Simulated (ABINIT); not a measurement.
Set up this calculation in ABINIT 10.8.3 (patched build), as the native input.

```yaml
Task: single point
Functional: PBE
Potentials_or_basis: JTH PAW PBE v2.0
Cutoff: 435 eV
k_mesh: 7 × 7 × 7
Occupations: fermi-dirac, width 0.05 eV
Spin: no spin polarisation
Fine-grid_cutoff: 870.764 eV
```

The system is Sb.

```
CELL_PARAMETERS angstrom
-4.03001 4.03001 2.02549
4.03001 -4.03001 2.02549
4.03001 4.03001 -2.02549
ATOMIC_POSITIONS crystal
Sb 0.64724 0.14869 0.80829
Sb 0.14489 0.34584 0.49574
Sb 0.34758 0.85024 0.19552
Sb 0.85045 0.64785 0.49850
```

This isn't the form of Sb at room conditions, which is rhombohedral.

The cell isn't the ideal one: atoms moved at random, drawn with an rms of 0.05 Å.

These files were run (other wordings do the same):

run.abi

```
pp_dirpath "./"
pseudos "Sb.GGA_PBE-JTH.xml"

acell 3*1.0 Angstrom
rprim
    -4.0300106443     4.0300106443     2.0254867038
     4.0300106443    -4.0300106443     2.0254867038
     4.0300106443     4.0300106443    -2.0254867038
ntypat 1
znucl 51
natom 4
typat 1 1 1 1
xred
     0.6472410000     0.1486930000     0.8082950000
     0.1448940000     0.3458360000     0.4957410000
     0.3475800000     0.8502440000     0.1955210000
     0.8504480000     0.6478550000     0.4985030000
chkprim 0
chksymtnons 0
tolsym 1.0e-6

ecut 16.0
pawecutdg 32.0
pawxcdev 0

kptopt 1
ngkpt 7 7 7
nshiftk 1
shiftk 0.0 0.0 0.0

ixc 11

nband 36
occopt 3
tsmear 0.05 eV

nstep 100
tolvrs 1.0e-9

iomode 3
prtwf 0
prtden 0
prteig 0
prtebands 0
enunit 1
```

Potentials or basis: JTH PAW PBE v2.0.

The run is started by

```console
$ abinit run.abi > log 2>&1
```

Results of the run:

The pressure is 1.5 GPa and the largest force is 0.188 eV/Å. The band gap on the k mesh is none (metal or under the smearing width) and the valence electrons inside the program's atomic spheres are Sb 12.40, 12.39, 12.41 (radii [1.2705] Å).

It took 22 min on 1 thread of Arm Neoverse V2, on a shared host, peak memory 0.54 GiB.
